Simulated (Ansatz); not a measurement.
## Harmonic thermodynamics of MgS

The calculation used DFT PBE, scalar-relativistic, plane waves, PAW in Ansatz 0.2.0. Cutoff 420 eV, 8×8×8 k-points (Γ-centred), fixed occupations. No spin polarisation. Phonons by linear response, acoustic sum rule imposed.

The cell, relaxed at this level:
```yaml
crystal:
  lattice:
    - [0.00000, 2.61493, 2.61493]
    - [2.61493, 0.00000, 2.61493]
    - [2.61493, 2.61493, 0.00000]
  atoms:
    - { symbol: Mg, position: [0.50000, 0.50000, 0.50000] }
    - { symbol: S, position: [0.00000, 0.00000, 0.00000] }
```

The cell has the rock salt type, in a space group that the Crystallography Open Database lists for this formula; it was reached from a generator's guess.

Force constants from linear response on a 4×4×4 q mesh, interpolated to a fine mesh.

Phonon density of states, in bins of 10 cm⁻¹:
(bin centre (cm⁻¹), share of modes (%)): (5, 0.0), (15, 0.0), (25, 0.0), (35, 0.1), (45, 0.1), (55, 0.2), (65, 0.2), (75, 0.4), (85, 0.5), (95, 0.7), (105, 1.0), (115, 1.6), (125, 2.7), (135, 3.5), (145, 4.0), (155, 4.6), (165, 6.3), (175, 6.2), (185, 3.5), (195, 5.5), (205, 6.0), (215, 6.2), (225, 4.3), (235, 6.4), (245, 6.9), (255, 4.4), (265, 4.9), (275, 3.2), (285, 6.4), (295, 1.6), (305, 1.2), (315, 1.1), (325, 1.1), (335, 1.1), (345, 1.1), (355, 1.1), (365, 0.9), (375, 0.7), (385, 0.3)

Question: How much zero-point energy does an atom carry?

Answer: 40.2 meV.

Question: How large are the vibrational entropy and heat capacity at 300 K?

Answer: S = 3.17 k_B and C_V = 2.73 k_B per atom, 91 % of the Dulong–Petit value.

Question: Tabulate them against temperature.

Answer:
| T (K) | F_vib (meV/atom) | S (k_B/atom) | C_V (k_B/atom) |
| --- | --- | --- | --- |
| 100 | 38.4 | 0.73 | 1.46 |
| 200 | 26.0 | 2.12 | 2.44 |
| 300 | 3.0 | 3.17 | 2.73 |
| 400 | -28.0 | 3.97 | 2.84 |
| 500 | -65.1 | 4.61 | 2.90 |
| 600 | -107.2 | 5.15 | 2.93 |
| 700 | -153.5 | 5.60 | 2.95 |
| 800 | -203.5 | 5.99 | 2.96 |
| 900 | -256.7 | 6.34 | 2.97 |
| 1000 | -312.7 | 6.65 | 2.97 |
